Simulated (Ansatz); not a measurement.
# SnO2: stress in a strained cell

Aim: deform SnO2 (equal xx and yy strain of +2 %) and compute stress, forces and field gradients with LAPW, PAW and all-electron datasets made for the crystal.

Method: DFT LDA, scalar-relativistic, in Ansatz 0.2.0.

## 1. Starting point

It takes space group P4_2/mnm (No. 136, tetragonal). Conventional cell: a = 4.737 Å, b = 4.737 Å, c = 3.186 Å, α = 90.00°, β = 90.00°, γ = 90.00°. Sn (site symmetry mmm) is surrounded by 6 O at 2.05 to 2.06 Å. Around O (site symmetry m2m) lie 3 Sn at 2.05 to 2.06 Å.

As a file:

```
CELL_PARAMETERS angstrom
4.73735 0.00000 0.00000
0.00000 4.73735 0.00000
0.00000 0.00000 3.18640
ATOMIC_POSITIONS crystal
Sn 0.00000 0.00000 0.00000
Sn 0.50000 0.50000 0.50000
O 0.30562 0.30562 0.00000
O 0.19438 0.80562 0.50000
O 0.69438 0.69438 0.00000
O 0.80562 0.19438 0.50000
```

Atoms are numbered in the order of the input: Sn1, Sn2, O3, O4, O5, O6.

## 2. After the deformation

Space group P4_2/mnm before, P4_2/mnm after.

## 3. All-electron LAPW

input.yaml

```yaml
crystal:
  lattice:
    - [4.832097, 0.0, 0.0]
    - [0.0, 4.832097, 0.0]
    - [0.0, 0.0, 3.1864]
  atoms:
    - { symbol: Sn, position: [0.0, 0.0, 0.0] }
    - { symbol: Sn, position: [0.5, 0.5, 0.5] }
    - { symbol: O, position: [0.30562, 0.30562, 0.0] }
    - { symbol: O, position: [0.19438, 0.80562, 0.5] }
    - { symbol: O, position: [0.69438, 0.69438, 0.0] }
    - { symbol: O, position: [0.80562, 0.19438, 0.5] }
kpoints:
  mp_grid: { grid: [4, 4, 6] }
  band_path:
    path:
      - [0.0, 0.0, 0.0]
      - [0.0, 0.5, 0.0]
      - [0.5, 0.5, 0.0]
      - [0.0, 0.0, 0.0]
      - [0.0, 0.0, 0.5]
      - [0.0, 0.5, 0.5]
      - [0.5, 0.5, 0.5]
      - [0.0, 0.0, 0.5]
      - [0.0, 0.5, 0.0]
    npoints: 5
scf:
  occupations: { method: fermi_dirac, width: 0.03 }
hamiltonian:
  xc: lda
  pseudopotentials: { kind: all_electron, lapw: { basis_error: 0.001 } }
output:
  forces: true
  stress: true
  eigenvalues: true
```

Launch:

```
> ansatz run input.yaml --threads 2 --pin off --max-ram 8192MiB --backend cpu --events-out ev --progress --plain --runs-dir out
```

Log (excerpt; [...] marks lines left out):

```text
LAPW: plane waves up to 10.270 Å⁻¹, error target 1.0e-3 eV per atom; small_component_spin mean_spin; O in spheres of 0.915 Å, 8 of its electrons in bands, Dirac shells []; Sn in spheres of 1.159 Å, 32 of its electrons in bands, Dirac shells []
[...]
Pseudopotentials: kind: all_electron
Pseudopotential: Sn, LAPW, valence charge 32, Koelling and Harmon's equation, gaussian nucleus
Pseudopotential: O, LAPW, valence charge 8, Koelling and Harmon's equation, gaussian nucleus
Functional definition: SPW92
[...]
Crystal: 6 atoms, lattice volume = 74.400 Å³
Basis set: ecut = 401.877448833106 eV, 1379 PW (Γ), exchange–correlation at level 2
Bands: 58, of which v1, the nominal top of the filled ones, is band 48 counted from 1 (47 counted from 0)
Symmetry: 16 space group operations
Space group: P42/mnm (ITA 136), of the structure as read, at distance tolerance 4.2e-5 Å
k-points: 24 of 96
[...]
SCF iter   1: F=—  HF=-344041.104954 eV  |F-HF|=—  |Δ(HF+E_count)|=         —  Δρ=1.19e-1  dr2=1.19e1  ethr=1.24e-2  ⟨swp⟩=2.0  Hψ=8530  notcnv=0
[...]
the basis was enlarged: its passes take 444.4 KiB over the memory plan, 2 of 2 planned eigensolver slots
[...]
SCF iter   8: F=-344035.036289 eV  HF=-344035.036289 eV  |F-HF|=1.65e-8  |Δ(HF+E_count)|=   3.30e-8  Δρ=8.33e-6  dr2=7.68e-8  ethr=2.81e-9  ⟨swp⟩=2.0  Hψ=3984  notcnv=0
[...]
NSCF: frozen V_eff on 41 k-points
SCF converged after 8 iterations
Free energy (F): -344035.036289 eV
[...]
E sigma→0 (E₀):  -344035.036289 eV
Entropy (-TS):   -0.000000 eV (-0.000 meV/atom)
Fermi energy:    11.149466 eV
[...]
--- Forces (eV/Å), atoms counted from 1 ---
  atom   1  Sn     0.00000000    -0.00000000     0.00000000
  atom   2  Sn    -0.00000000    -0.00000000    -0.00000000
  atom   3  O      0.11842605     0.11842605    -0.00000000
  atom   4  O     -0.11842605     0.11842605     0.00000000
  atom   5  O     -0.11842605    -0.11842605     0.00000000
  atom   6  O      0.11842605    -0.11842605    -0.00000000
[...]
--- Stress (GPa, compression-positive) ---
       -8.629364       0.000000       0.000000
        0.000000      -8.629364       0.000000
        0.000000       0.000000      -6.097516
  P = ⅓ Tr σ = -7.7854 GPa (-77.854 kbar)
--- Band table (eV; the first three rows and the last of 24) ---
[...]
```

Wall time 24 s (2 threads of Intel Xeon 6975P-C (Granite Rapids), shared host); peak memory 0.59 GiB.

Result: pressure -7.79 GPa; gap 0.73 eV, direct at Γ; largest force 0.167 eV/Å.

## 4. PAW on the default files

input.yaml

```yaml
crystal:
  lattice:
    - [4.832097, 0.0, 0.0]
    - [0.0, 4.832097, 0.0]
    - [0.0, 0.0, 3.1864]
  atoms:
    - { symbol: Sn, position: [0.0, 0.0, 0.0] }
    - { symbol: Sn, position: [0.5, 0.5, 0.5] }
    - { symbol: O, position: [0.30562, 0.30562, 0.0] }
    - { symbol: O, position: [0.19438, 0.80562, 0.5] }
    - { symbol: O, position: [0.69438, 0.69438, 0.0] }
    - { symbol: O, position: [0.80562, 0.19438, 0.5] }
kpoints:
  mp_grid: { grid: [4, 4, 6] }
scf:
  occupations: { method: fermi_dirac, width: 0.03 }
hamiltonian:
  xc: lda
  pseudopotentials: { kind: paw }
output:
  forces: true
  stress: true
  eigenvalues: true
  efg: { contact_densities: true }
```

Launch:

```
> ansatz run input.yaml --threads 2 --pin off --max-ram 8192MiB --backend cpu --events-out ev --progress --plain --runs-dir out
```

Log:

```text
Sn: output.efg is read without spin–orbit coupling, which moves field gradients at and beside such atoms by some per cent and up to a factor of two; PAW files take it under magnetization.noncollinear and magnetization.spin_orbit
Engine: ansatz 0.2.0
Pseudopotentials: kind: paw
Pseudopotential: Sn, paw, valence charge 14, recommended cutoff 420 eV (normal)
Pseudopotential: O, paw, valence charge 6, recommended cutoff 420 eV (normal)
[... 1 set-up line as earlier in the session ...]
  exchange = slater_x
  correlation = pw_c
Crystal: 6 atoms, lattice volume = 74.400 Å³
Basis set: ecut = 420 eV, 1447 PW (Γ)
Bands: 32, of which v1, the nominal top of the filled ones, is band 26 counted from 1 (25 counted from 0)
[... 2 set-up lines as earlier in the session ...]
k-points: 24 of 96
Non-local potential: Sn, projectors of the file, l = 0: 2, l = 1: 2, l = 2: 2, l = 3: 2
Non-local potential: O, projectors of the file, l = 0: 2, l = 1: 2, l = 2: 1
PAW form: soft (Blöchl's): semilocal exchange-correlation on the pseudo side does not see the compensation charge
PAW frozen core: Sn, regenerated for the run's functional, and the local potential with it (the file was generated under x = pbe(κ = 0.804, μ = 0.2195149727645171), c = pbe(β = 0.06672455060314922))
PAW frozen core: O, regenerated for the run's functional, and the local potential with it (the file was generated under x = pbe(κ = 0.804, μ = 0.2195149727645171), c = pbe(β = 0.06672455060314922))
PAW one-centre angular grid: Sn, 590 points (default); XC on 64 Gauss nodes
PAW one-centre angular grid: O, 110 points (default); XC on 64 Gauss nodes
Initial density: superposition of atomic densities (neutral atoms: chi_scale 0, normalization atom), corrected by the library's trained network
Initial wavefunctions: pseudopotential atomic-orbital guess
Functional: x = slater, c = lda
SCF iter   1: F=—  HF=-13980.334876 eV  |F-HF|=—  |Δ(HF+E_count)|=         —  Δρ=1.89e-2  dr2=2.26e-1  ethr=1.77e-3  ⟨swp⟩=6.2  Hψ=3433  notcnv=0  defer=1
preconditioner: auto → Resta (q_TF=auto, 2.570 Å⁻¹)  ε∞=3.6  [insulator: Δε(μ)=0.551 eV  Ē_g=19.093 eV  σ=0.030 eV  W_gap=1.00  n_scr=18 (ndim 8)  ℏωp=31.0 eV  f_vac=0.037  D(μ)=0.00/eV (n_scr^D=0)  ε∞_Penn≈3.6]
SCF iter   2: F=—  HF=-13980.270163 eV  |F-HF|=—  |Δ(HF+E_count)|=   6.47e-2  Δρ=4.88e-3  dr2=6.75e-3  ethr=4.35e-4  ⟨swp⟩=2.2  Hψ=1308  notcnv=0  defer=41
SCF iter   3: F=—  HF=-13980.267737 eV  |F-HF|=—  |Δ(HF+E_count)|=   2.43e-3  Δρ=2.15e-3  dr2=1.87e-3  ethr=1.30e-5  ⟨swp⟩=2.0  Hψ=1404  notcnv=0  defer=17
automatic band count: iteration 3 solves 31 bands in place of 32: the levels show a gap, and the empty bands left out lie too high to hold charge; the band table lists the bands solved (type scf.n_extra_bands for more)
SCF iter   4: F=—  HF=-13980.267119 eV  |F-HF|=—  |Δ(HF+E_count)|=   6.18e-4  Δρ=3.55e-4  dr2=6.90e-5  ethr=3.60e-6  ⟨swp⟩=2.0  Hψ=1300  notcnv=0  defer=17
SCF iter   5: F=—  HF=-13980.267116 eV  |F-HF|=—  |Δ(HF+E_count)|=   3.03e-6  Δρ=7.04e-5  dr2=3.08e-6  ethr=1.33e-7  ⟨swp⟩=1.0  Hψ=739  notcnv=0  defer=17
SCF iter   6: F=-13980.267117 eV  HF=-13980.267117 eV  |F-HF|=2.59e-8  |Δ(HF+E_count)|=   8.82e-7  Δρ=8.60e-6  dr2=7.69e-8  ethr=1.92e-10  ⟨swp⟩=7.8  Hψ=3739  notcnv=0
SCF 1 converged in 6 iterations: F = -13980.267117 eV  dr2 = 7.69e-8
SCF converged after 6 iterations
Free energy (F): -13980.267117 eV
Harris-Foulkes:  -13980.267117 eV  (|F-HF|=2.59e-8)
Internal energy: -13980.267117 eV  (E = F + TS)
E sigma→0 (E₀):  -13980.267117 eV
Entropy (-TS):   -0.000000 eV (-0.000 meV/atom)
Fermi energy:    8.937829 eV
--- Per-component energies (eV) ---
  E_band       = -161.949341
  E_kinetic    = 1075.914517
  E_local      = -2954.724016  (includes V_loc(G=0)·N_el)
  E_nonlocal   = 150.198227
  E_hartree    = 1510.948057
  E_xc         = -1040.571584
  E_vxc        = -562.565062  (∫ρ·V_xc dr)
  E_paw        = -8601.146444  (= ΣΔE_a)
  E_vpaw       = -892.693140  (= ΣTr[D̂ρ^β])
  E_aug_tail   = 0.010075  (compensation charges beyond the density's cutoff)
  E_ewald      = -4122.133431
  E_core_change = 1.237482  (= ΣΔE_core)
  E_smearing   = -0.000000  (= −TS)
  E_closure    = -0.000000  (closes the sum)
  Σ components = -13980.267117   (vs F -13980.267117, Δ=0.00e0)
--- Forces (eV/Å), atoms counted from 1 ---
  atom   1  Sn     0.00000000    -0.00000000     0.00000000
  atom   2  Sn    -0.00000000    -0.00000000    -0.00000000
  atom   3  O      0.11845105     0.11845105     0.00000000
  atom   4  O     -0.11845105     0.11845105    -0.00000000
  atom   5  O     -0.11845105    -0.11845105    -0.00000000
  atom   6  O      0.11845105    -0.11845105     0.00000000
  max |Σ_I F_I| component: 6.31e-30 eV/Å
--- Stress (GPa, compression-positive) ---
       -8.735340       0.000000       0.000000
        0.000000      -8.735340       0.000000
        0.000000       0.000000      -6.215512
  P = ⅓ Tr σ = -7.8954 GPa (-78.954 kbar)
--- PAW observables at the nuclei: V_zz in 10²¹ V/m², potentials from the cell's mean, atoms counted from 1 ---
  atom   1  Sn V_zz =    -5.128051   η = 0.3485   by run symmetry: allowed
            electrostatic potential = -8173.252542 V   contact ρ = 1231315.883835 e/Å³
  atom   2  Sn V_zz =    -5.128051   η = 0.3485   by run symmetry: allowed
            electrostatic potential = -8173.252542 V   contact ρ = 1231315.883835 e/Å³
  atom   3  O  V_zz =   -11.078591   η = 0.1562   by run symmetry: allowed
            electrostatic potential = -625.966544 V   contact ρ = 2125.114347 e/Å³
  atom   4  O  V_zz =   -11.078591   η = 0.1562   by run symmetry: allowed
            electrostatic potential = -625.966544 V   contact ρ = 2125.114347 e/Å³
  atom   5  O  V_zz =   -11.078591   η = 0.1562   by run symmetry: allowed
            electrostatic potential = -625.966544 V   contact ρ = 2125.114347 e/Å³
  atom   6  O  V_zz =   -11.078591   η = 0.1562   by run symmetry: allowed
            electrostatic potential = -625.966544 V   contact ρ = 2125.114347 e/Å³
--- Band table (eV; the first three rows and the last of 24) ---
  k-point 0: bands = ["-12.3904", "-11.7454", "-11.4871", "-11.4631", "-11.4631", "-11.3607", "-11.3411", "-11.2645", "-11.2504", "-11.2504", "-10.0092", "-8.1739", "-8.1739", "-6.5809", "0.3648", "4.4491", "4.4491", "4.7817", "5.5177", "6.5338", "6.5785", "7.3303", "7.3303", "7.7796", "7.7796", "8.5760", "9.2996", "14.3380", "14.5813", "14.5813", "18.4095"]
  k-point 1: bands = ["-12.2672", "-11.6806", "-11.6806", "-11.6152", "-11.4395", "-11.3746", "-11.3311", "-11.2822", "-11.2822", "-11.2648", "-9.8437", "-7.7959", "-7.7959", "-6.7615", "0.3663", "4.5223", "4.6977", "4.6977", "5.0101", "5.7020", "6.2686", "6.4161", "6.4161", "7.7996", "7.7996", "8.3592", "10.8272", "14.7743", "15.6511", "15.6511", "17.2618"]
  k-point 2: bands = ["-12.0367", "-12.0367", "-11.9815", "-11.5298", "-11.3354", "-11.3354", "-11.3258", "-11.3074", "-11.3064", "-11.2693", "-9.2712", "-7.3574", "-7.0976", "-7.0976", "0.5436", "2.9052", "4.3416", "4.8423", "4.8423", "5.5153", "5.5153", "5.5373", "6.2233", "7.5902", "7.5902", "7.7678", "12.7736", "14.9171", "16.8698", "17.5784", "17.5784"]
  k-point 23: bands = ["-12.1982", "-12.1982", "-11.7147", "-11.7147", "-11.3630", "-11.3630", "-11.2784", "-11.2784", "-11.2360", "-11.2360", "-8.1539", "-8.1539", "-6.8325", "-6.8325", "0.6097", "0.6097", "3.6100", "3.6100", "5.9439", "5.9439", "6.0425", "6.0425", "7.6147", "7.6147", "7.7448", "7.7448", "12.7924", "12.7924", "17.0039", "17.0039", "19.0294"]
```

It took 1.7 s on 2 threads of Intel Xeon 6975P-C (Granite Rapids), shared host; peak memory 0.4 GiB.

Result: pressure -7.90 GPa; gap on the k mesh 0.72 eV; largest force 0.168 eV/Å; Vzz Sn1 -5.13 (η = 0.35), O3 -11.08 (η = 0.16) (10²¹ V/m²).

(Part 1 of 2 ends here.)
